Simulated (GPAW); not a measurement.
# Pt (P6_3/mmc) in GPAW: notebook, part 2 of 2

GPAW 26.7.0.

## 3. Relaxation of cell and atoms, PBEsol+D4

Contents of run.py:

```python
from ase import Atoms
from ase.calculators.mixing import SumCalculator
from ase.filters import FrechetCellFilter
from ase.io import write
from ase.optimize import BFGS
from dftd4.ase import DFTD4
from gpaw import GPAW, PW, setup_paths

setup_paths.insert(0, '.')

atoms = Atoms(['Pt', 'Pt'],
              cell=[[2.7606656158, 0.0, 0.0],
                    [-1.3803328079, 2.3908065546, 0.0],
                    [0.0, 0.0, 4.792134]],
              scaled_positions=[[0.3333333333, 0.6666666667, 0.25],
                                [0.6666666667, 0.3333333333, 0.75]],
              pbc=True)

calc = GPAW(mode=PW(600),
            xc='PBEsol',
            kpts={'size': (8, 8, 4), 'gamma': True},
            occupations={'name': 'fermi-dirac', 'width': 0.05},
            nbands=29,
            convergence={'density': 1e-05, 'forces': 0.0001},
            maxiter=150,
            txt='gpaw.txt')
atoms.calc = SumCalculator([calc, DFTD4(method='pbesol')])
opt = BFGS(FrechetCellFilter(atoms), trajectory='relax.traj', logfile='-')
done = opt.run(fmax=0.02, steps=60)
calc.write('gs.gpw')
write('result.traj', atoms)
print('Converged:', done)
print('Cell:', atoms.cell.cellpar().round(4))
print('Volume:', round(atoms.get_volume(), 4))
print(atoms.get_scaled_positions().round(5))
```

Potentials or basis: PAW data sets generated in the run's folder for this functional, pw.

Run with:

```bash
$ gpaw-setup -f PBEsol Pt
$ OMP_NUM_THREADS=1 python run.py
```

gpaw.txt:

```text
__  _  _
 | _ |_)|_||  |
 |__||  | ||/\| - 26.7.0

Input parameters:
  mode=PW(ecut=600.0),
  convergence={'density': 1e-05, 'forces': 0.0001},
  kpts=MonkhorstPack(size=(8, 8, 4), gamma=True),
  maxiter=150,
  nbands=29,
  occupations=Occupations(name='fermi-dirac', width=0.05),
  xc=XC(name='PBEsol')

Diagonalizing LCAO Hamiltonian
Converting LCAO to pw mode

          Pt

        Pt

Atoms  # Å, Bohr magnetons
|   | symbol |         x |        y |        z |    initial magnetic moments |
|---|--------|-----------|----------|----------|-----------------------------|
| 0 |     Pt | -0.000000 | 1.593871 | 1.198033 | ( 0.0000,  0.0000,  0.0000) |
| 1 |     Pt |  1.380333 | 0.796936 | 3.594100 | ( 0.0000,  0.0000,  0.0000) |

Unit cell  # Å
| periodic |         x |        y |        z |  lengths |     angles |
|----------|-----------|----------|----------|----------|------------|
|      yes |  2.760666 | 0.000000 | 0.000000 | 2.760666 |  90.000000 |
|      yes | -1.380333 | 2.390807 | 0.000000 | 2.760666 |  90.000000 |
|      yes |  0.000000 | 0.000000 | 4.792134 | 4.792134 | 120.000000 |

Number of symmetries: 12
Symmetry operations  # r_c * U_cc + t_c -> r_c
|    | kind |            matrix            |
|----|------|------------------------------|
|  0 |  σ   |  1, 1, 0,  0,-1, 0,  0, 0, 1 |
|  1 |  S6  |  1, 1, 0, -1, 0, 0,  0, 0,-1 |
|  2 |  E   |  1, 0, 0,  0, 1, 0,  0, 0, 1 |
|  3 |  C2  |  1, 0, 0, -1,-1, 0,  0, 0,-1 |
|  4 |  C2  |  0, 1, 0,  1, 0, 0,  0, 0,-1 |
|  5 |  C3  |  0, 1, 0, -1,-1, 0,  0, 0, 1 |
|  6 |  S6  |  0,-1, 0,  1, 1, 0,  0, 0,-1 |
|  7 |  σ   |  0,-1, 0, -1, 0, 0,  0, 0, 1 |
|  8 |  σ   | -1, 0, 0,  1, 1, 0,  0, 0, 1 |
|  9 |  i   | -1, 0, 0,  0,-1, 0,  0, 0,-1 |
| 10 |  C3  | -1,-1, 0,  1, 0, 0,  0, 0, 1 |
| 11 |  C2  | -1,-1, 0,  0, 1, 0,  0, 0,-1 |

BZ-sampling:
  Number of BZ points: 256
  Number of IBZ points: 35

  Monkhorst-Pack size: [8, 8, 4]
  Monkhorst-Pack shift: [0.0625, 0.0625, 0.125]

K-points  # in reciprocal-cell coordinates
|     |                                coordinates |     weight |
|-----|--------------------------------------------|------------|
|   0 | (  0.00000000,   0.00000000,   0.00000000) | 0.00390625 |
|   1 | (  0.00000000,   0.00000000,   0.25000000) | 0.00781250 |
|   2 | (  0.00000000,   0.00000000,   0.50000000) | 0.00390625 |
|   3 | (  0.12500000,   0.00000000,  -0.25000000) | 0.02343750 |
|   4 | (  0.12500000,   0.00000000,   0.00000000) | 0.02343750 |
|   5 | (  0.12500000,   0.00000000,   0.25000000) | 0.02343750 |
|   6 | (  0.12500000,   0.00000000,   0.50000000) | 0.02343750 |
|   7 | (  0.25000000,  -0.12500000,   0.00000000) | 0.02343750 |
|   8 | (  0.25000000,  -0.12500000,   0.25000000) | 0.04687500 |
|   9 | (  0.25000000,  -0.12500000,   0.50000000) | 0.02343750 |
| ... |                                            |            |
|  34 | (  0.50000000,   0.50000000,   0.50000000) | 0.01171875 |
[... 119 lines left out ...]
Fermi level: 10.974
Eigenvalues  # (at kpt = [0.000, 0.000, 0.000])
| band index |      eig [eV] | occ [0-2] |
|------------|---------------|-----------|
|          0 |       -41.644 |     2.000 |
|        ... |               |           |
|         10 |         7.623 |     2.000 |
|         11 |         7.985 |     2.000 |
|         12 |         7.985 |     2.000 |
|         13 |         9.223 |     2.000 |
|         14 |         9.223 |     2.000 |
|         15 |        10.266 |     2.000 |
[... 8 lines left out ...]
|         24 |        33.917 |     0.000 |
|         25 |        33.917 |     0.000 |
|        ... |               |           |
|         28 |        35.777 |     0.000 |

No gap
No difference between direct/indirect transitions

Stress tensor  # eV/Ang^3
|         x |         y |         z |
|-----------|-----------|-----------|
|  0.059628 | -0.000000 |  0.000000 |
| -0.000000 |  0.059628 | -0.000000 |
|  0.000000 | -0.000000 |  0.078327 |

Forces  # eV/Ang
|       x |        y |        z |
|---------|----------|----------|
| 0.00000 |  0.00000 |  0.00000 |  # Pt   0
| 0.00000 | -0.00000 | -0.00000 |  # Pt   1

Interpolating wave functions to new cell

          Pt

        Pt

Atoms  # Å, Bohr magnetons
|   | symbol |         x |        y |        z |    initial magnetic moments |
|---|--------|-----------|----------|----------|-----------------------------|
| 0 |     Pt | -0.000000 | 1.578754 | 1.184141 | ( 0.0000,  0.0000,  0.0000) |
| 1 |     Pt |  1.367241 | 0.789377 | 3.552423 | ( 0.0000,  0.0000,  0.0000) |

Unit cell  # Å
| periodic |         x |        y |         z |  lengths |     angles |
|----------|-----------|----------|-----------|----------|------------|
|      yes |  2.734481 | 0.000000 |  0.000000 | 2.734481 |  90.000000 |
|      yes | -1.367241 | 2.368130 | -0.000000 | 2.734481 |  90.000000 |
|      yes |  0.000000 | 0.000000 |  4.736564 | 4.736564 | 120.000000 |

Number of symmetries: 12
Symmetry operations  # r_c * U_cc + t_c -> r_c
|    | kind |            matrix            |
|----|------|------------------------------|
|  0 |  σ   |  1, 1, 0,  0,-1, 0,  0, 0, 1 |
|  1 |  S6  |  1, 1, 0, -1, 0, 0,  0, 0,-1 |
|  2 |  E   |  1, 0, 0,  0, 1, 0,  0, 0, 1 |
|  3 |  C2  |  1, 0, 0, -1,-1, 0,  0, 0,-1 |
|  4 |  C2  |  0, 1, 0,  1, 0, 0,  0, 0,-1 |
|  5 |  C3  |  0, 1, 0, -1,-1, 0,  0, 0, 1 |
|  6 |  S6  |  0,-1, 0,  1, 1, 0,  0, 0,-1 |
|  7 |  σ   |  0,-1, 0, -1, 0, 0,  0, 0, 1 |
|  8 |  σ   | -1, 0, 0,  1, 1, 0,  0, 0, 1 |
|  9 |  i   | -1, 0, 0,  0,-1, 0,  0, 0,-1 |
| 10 |  C3  | -1,-1, 0,  1, 0, 0,  0, 0, 1 |
| 11 |  C2  | -1,-1, 0,  0, 1, 0,  0, 0,-1 |

BZ-sampling:
  Number of BZ points: 256
  Number of IBZ points: 35

  Monkhorst-Pack size: [8, 8, 4]
  Monkhorst-Pack shift: [0.0625, 0.0625, 0.125]
[... 568 lines left out ...]
Fermi level: 12.155
Eigenvalues  # (at kpt = [0.000, 0.000, 0.000])
| band index |      eig [eV] | occ [0-2] |
|------------|---------------|-----------|
|          0 |       -40.749 |     2.000 |
|        ... |               |           |
|         10 |         8.464 |     2.000 |
|         11 |         8.886 |     2.000 |
|         12 |         8.886 |     2.000 |
|         13 |        10.135 |     2.000 |
|         14 |        10.135 |     2.000 |
|         15 |        11.255 |     2.000 |
[... 8 lines left out ...]
|         24 |        35.375 |     0.000 |
|         25 |        35.375 |     0.000 |
|        ... |               |           |
|         28 |        37.702 |     0.000 |

No gap
No difference between direct/indirect transitions

Stress tensor  # eV/Ang^3
|         x |         y |         z |
|-----------|-----------|-----------|
| -0.037458 |  0.000000 |  0.000000 |
|  0.000000 | -0.037458 | -0.000000 |
|  0.000000 | -0.000000 | -0.015265 |

Forces  # eV/Ang
|        x |       y |        z |
|----------|---------|----------|
| -0.00000 | 0.00000 | -0.00000 |  # Pt   0
|  0.00000 | 0.00000 |  0.00000 |  # Pt   1

Interpolating wave functions to new cell

          Pt

        Pt

Atoms  # Å, Bohr magnetons
|   | symbol |         x |        y |        z |    initial magnetic moments |
|---|--------|-----------|----------|----------|-----------------------------|
| 0 |     Pt | -0.000000 | 1.574727 | 1.157923 | ( 0.0000,  0.0000,  0.0000) |
| 1 |     Pt |  1.363754 | 0.787364 | 3.473772 | ( 0.0000,  0.0000,  0.0000) |

Unit cell  # Å
| periodic |         x |        y |         z |  lengths |     angles |
|----------|-----------|----------|-----------|----------|------------|
|      yes |  2.727508 | 0.000000 | -0.000000 | 2.727508 |  90.000000 |
|      yes | -1.363754 | 2.362091 |  0.000000 | 2.727508 |  90.000000 |
|      yes | -0.000000 | 0.000000 |  4.631694 | 4.631694 | 120.000000 |

Number of symmetries: 12
Symmetry operations  # r_c * U_cc + t_c -> r_c
|    | kind |            matrix            |
|----|------|------------------------------|
|  0 |  σ   |  1, 1, 0,  0,-1, 0,  0, 0, 1 |
|  1 |  S6  |  1, 1, 0, -1, 0, 0,  0, 0,-1 |
|  2 |  E   |  1, 0, 0,  0, 1, 0,  0, 0, 1 |
|  3 |  C2  |  1, 0, 0, -1,-1, 0,  0, 0,-1 |
|  4 |  C2  |  0, 1, 0,  1, 0, 0,  0, 0,-1 |
|  5 |  C3  |  0, 1, 0, -1,-1, 0,  0, 0, 1 |
|  6 |  S6  |  0,-1, 0,  1, 1, 0,  0, 0,-1 |
|  7 |  σ   |  0,-1, 0, -1, 0, 0,  0, 0, 1 |
|  8 |  σ   | -1, 0, 0,  1, 1, 0,  0, 0, 1 |
|  9 |  i   | -1, 0, 0,  0,-1, 0,  0, 0,-1 |
| 10 |  C3  | -1,-1, 0,  1, 0, 0,  0, 0, 1 |
| 11 |  C2  | -1,-1, 0,  0, 1, 0,  0, 0,-1 |

BZ-sampling:
  Number of BZ points: 256
  Number of IBZ points: 35

  Monkhorst-Pack size: [8, 8, 4]
  Monkhorst-Pack shift: [0.0625, 0.0625, 0.125]
[... 349 lines left out ...]
Fermi level: 12.144
Eigenvalues  # (at kpt = [0.000, 0.000, 0.000])
| band index |      eig [eV] | occ [0-2] |
|------------|---------------|-----------|
|          0 |       -40.790 |     2.000 |
|        ... |               |           |
|         10 |         8.463 |     2.000 |
|         11 |         8.910 |     2.000 |
|         12 |         8.910 |     2.000 |
|         13 |        10.014 |     2.000 |
|         14 |        10.014 |     2.000 |
|         15 |        11.356 |     2.000 |
[... 8 lines left out ...]
|         24 |        35.277 |     0.000 |
|         25 |        35.277 |     0.000 |
|        ... |               |           |
|         28 |        37.499 |     0.000 |

No gap
No difference between direct/indirect transitions

Stress tensor  # eV/Ang^3
|         x |         y |         z |
|-----------|-----------|-----------|
| -0.026660 |  0.000000 | -0.000000 |
|  0.000000 | -0.026660 | -0.000000 |
| -0.000000 | -0.000000 | -0.026448 |

Forces  # eV/Ang
|        x |        y |        z |
|----------|----------|----------|
| -0.00000 | -0.00000 |  0.00005 |  # Pt   0
|  0.00000 |  0.00000 | -0.00005 |  # Pt   1

# Writing to gs.gpw (mode='')
```

Run time: 1.7 min. Hardware: 1 thread of Arm Neoverse V1, shared host; peak memory 0.24 GiB.

What came out:

* Free energy: -15.3569 eV
* Relaxed volume: 14.90 Å³/atom
* Relaxed cell: a = 2.729 Å, b = 2.729 Å, c = 4.621 Å, α = 90.00°, β = 90.00°, γ = 120.00°
* Space group after relaxing (to 0.05 Å): P6_3/mmc (No. 194)
* Energy gained by relaxing: 47.7 meV/atom
* Ionic steps: 6
* Pressure after relaxing: -0.1 GPa
* Band gap on the k mesh: none (metal or under the smearing width)
* Dispersion energy per atom: -0.456 eV

Step by step:
| step | energy change (eV) | largest force (eV/Å) | pressure (GPa) | volume (Å³) |
| --- | --- | --- | --- | --- |
| 1 | 0.0000 | 0.0000 | -14.53 | 31.63 |
| 2 | -0.0678 | 0.0000 | -7.45 | 30.67 |
| 3 | -0.0909 | 0.0000 | 1.12 | 29.72 |
| 4 | -0.0925 | 0.0000 | 0.41 | 29.78 |
| 5 | -0.0953 | 0.0000 | -0.44 | 29.84 |
| 6 | -0.0954 | 0.0000 | -0.14 | 29.80 |

Final structure:
```
Pt
1.0
     2.72906    0.00000    0.00000
    -1.36453    2.36344    0.00000
     0.00000    0.00000    4.62094
Pt
2
Direct
  0.33333 0.66667 0.25000
  0.66667 0.33333 0.75000
```

Levels at points of the mesh, in eV from the Fermi level:
```csv
k point,band 13,band 14,band 15,band 16,band 17,band 18,band 19,band 20
"(0.00, 0.00, 0.00)",-3.23,-2.13,-2.13,-0.79,-0.24,-0.24,5.48,15.26
"(0.00, 0.00, 0.50)",-3.71,-3.71,-0.87,-0.87,-0.87,-0.87,12.94,12.94
"(0.50, 0.50, 0.00)",-2.94,0.12,0.25,0.51,2.36,3.92,7.73,9.35
"(0.50, 0.50, 0.50)",-0.97,-0.97,0.40,0.40,1.71,1.71,6.90,6.90
```

Caveat: later steps reuse the first step's grids; pairwise dispersion overbinds metals, which lowers pressure and volume. Spin-orbit coupling is left out, which matters for the levels of Pt.
